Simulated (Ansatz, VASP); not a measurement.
**One calculation of Ba, two programs**

File INCAR:

```
SYSTEM = Ba
PREC = Accurate
ENCUT = 520
EDIFF = 1E-6
ISMEAR = 1
SIGMA = 0.05
LREAL = .FALSE.
LASPH = .TRUE.
NELM = 150
ALGO = Normal
ISIF = 2
LWAVE = .FALSE.
LCHARG = .TRUE.
ISPIN = 2
MAGMOM = 0.5
LORBIT = 11
GGA = PE
LELF = .TRUE.
LVHAR = .TRUE.
NBANDS = 15
```

The input KPOINTS:

```
regular mesh
0
G
  8 8 8
  0 0 0
```

POSCAR

```
Ba
1.0
   -2.4553325815      2.4553325815      2.4553325815
    2.4553325815     -2.4553325815      2.4553325815
    2.4553325815      2.4553325815     -2.4553325815
Ba
1
Direct
    0.0000000000      0.0000000000      0.0000000000
```

The input input.yaml:

```yaml
crystal:
  lattice:
    - [-2.4553325815, 2.4553325815, 2.4553325815]
    - [2.4553325815, -2.4553325815, 2.4553325815]
    - [2.4553325815, 2.4553325815, -2.4553325815]
  atoms:
    - { symbol: Ba, position: [0.0, 0.0, 0.0], spin: 0.5 }
kpoints:
  mp_grid: { grid: [8, 8, 8] }
scf:
  occupations: { method: cold, width: 0.05 }
hamiltonian:
  xc: pbe
  pseudopotentials:
    kind: all_electron
    lapw: { basis_error: 0.001 }
    relativity: none
magnetization:
  spin_polarized: true
output:
  forces: true
  stress: true
  eigenvalues: true
```

Change from the starting cell: volume scaled by 0.94.

Alike in both runs: task single point; functional PBE; k mesh 8 × 8 × 8; collinear spin.

|  | VASP | Ansatz |
| --- | --- | --- |
| version | VASP 6.6.1 | Ansatz 0.2.0 |
| potentials or method | VASP PAW PBE potentials, release 64 (Ba_sv) | all-electron LAPW, non-relativistic |
| plane-wave cutoff (eV) | 520 | see its input |
| occupations | methfessel-paxton of order 1, width 0.05 eV | cold, width 0.05 eV |

Ansatz gave:

- gap on the k mesh at the Fermi level (eV): none
- pressure (GPa): 0.4
- net moment per atom (μB): 0.00

**Question.** Which values does VASP return?

**Answer.** gap on the k mesh at the Fermi level (eV): none; pressure (GPa): 0.7; net moment per atom (μB): 0.04.

A gap of «none» marks a metal or a gap that the smearing closes. Ansatz ran all-electron here, so the differences hold the error of VASP's frozen core and of both bases.

Caveats: relativity is left out, which matters for the heavier elements (Ansatz); the starting moments weren't kept (Ansatz). Spin-orbit coupling is left out, which matters for the levels of Ba.
